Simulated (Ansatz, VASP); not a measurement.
# Two plane-wave programs on NaCl

Contents of INCAR:

```
PREC = Accurate ; ENCUT = 520
EDIFF = 1E-7 ; ISMEAR = -1
SIGMA = 0.05 ; LREAL = False
LASPH = True ; NELM = 60
ALGO = Normal ; ISIF = 2
LWAVE = False ; LCHARG = False
GGA = PE ; IBRION = 2
NSW = 40 ; EDIFFG = -0.01
```

KPOINTS

```
regular mesh
0
Gamma
  7 7 7
```

Contents of POSCAR:

```
NaCl
1.0
    0.0156286500      3.1257300000      3.1257300000
    3.1257300000      0.0156286500      3.1257300000
    3.1413586500      3.1413586500      0.0000000000
Na Cl
1 1
Direct
    0.2500000000      0.2500000000      0.2500000000
    0.5000000000      0.5000000000      0.5000000000
```

File input.yaml:

```yaml
crystal:
  lattice:
    - [0.01562865, 3.12573, 3.12573]
    - [3.12573, 0.01562865, 3.12573]
    - [3.14135865, 3.14135865, 0.0]
  atoms:
    - { symbol: Na, position: [0.25, 0.25, 0.25] }
    - { symbol: Cl, position: [0.5, 0.5, 0.5] }
hamiltonian:
  xc: pbe
  pseudopotentials: { kind: paw }
kpoints:
  mp_grid: { grid: [7, 7, 7] }
scf:
  occupations: { method: fermi_dirac, width: 0.05 }
output:
  forces: true
  stress: true
  eigenvalues: true
relax:
  f_tol: 0.01
  max_steps: 40
```

Change from the starting cell: strain = 0.01.

Alike in both runs: task relaxation of the atoms; functional PBE; k mesh 7 × 7 × 7; occupations fermi-dirac, width 0.05 eV; no spin polarisation.

|  | VASP | Ansatz |
| --- | --- | --- |
| version | VASP 6.6.1 | Ansatz 0.2.0 |
| potentials or method | VASP PAW PBE potentials, release 64 (Na_pv, Cl) | Ansatz PAW |
| plane-wave cutoff (eV) | 520 | 420 |
| valence electrons in the cell | 14 | 16 |

|  | VASP | Ansatz | Ansatz less VASP |
| --- | --- | --- | --- |
| gap on the k mesh at the Fermi level, each at its own relaxed structure (eV) | 4.84 | 4.84 | -0.001 |

The two sets of potentials don't hold the same shells in valence.

Caveats: an odd mesh through Γ misses points on the zone boundary, where band edges often lie (VASP); odd divisions of the mesh miss points on the zone boundary, where band edges often lie, so the gap on the mesh can be too wide (Ansatz).
